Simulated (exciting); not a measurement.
## Equation of state of Hf under PBEsol

```cif
data_structure
_symmetry_space_group_name_H-M 'P 1'
_symmetry_Int_Tables_number 1
_cell_length_a 3.1396
_cell_length_b 3.1396
_cell_length_c 3.1396
_cell_angle_alpha 60.000
_cell_angle_beta 60.000
_cell_angle_gamma 60.000
_cell_volume 21.88
loop_
_atom_site_label
_atom_site_type_symbol
_atom_site_fract_x
_atom_site_fract_y
_atom_site_fract_z
_atom_site_occupancy
Hf1 Hf 0.00000 0.00000 0.00000 1
```

This isn't the form of Hf at room conditions, which is hcp.

The cell was scaled at fixed shape and fractions and run with exciting, all-electron LAPW+lo, shipped species files, valence relativity iora*; PBEsol, k mesh 10 × 10 × 10 on the cell of 1 atom, fermi-dirac occupations of 0.05 eV, no spin polarisation, no spin-orbit coupling. Energies are those that the program minimises, any entropy of the smearing included. For a metal such a mesh isn't converged to the digits shown.

```csv
V (Å³/atom),energy over the lowest row (meV/atom)
20.5692,15.50
21.0068,?
21.4445,0.00
21.8821,2.23
22.3197,9.53
22.7574,22.72
23.1950,39.84
```

Q: Fit the third-order Birch-Murnaghan form, give V0, B0 and B′, and predict the energy left open.

A: With y = (V0/V)^(2/3), E = E0 + (9 V0 B0/16) [(y - 1)³ B′ + (y - 1)² (6 - 4y)]. Least squares through the rows shown give V0 = 21.5136 Å³/atom, E0 = -0.04 meV, B0 = 111.1 GPa (1 eV/Å³ = 160.218 GPa) and B′ = 4.25, with a largest miss of 0.25 meV, so B0 and B′ are loose. At V = 21.0068 the form with these constants gives 4.28 meV; the run gave 4.35 meV an atom.
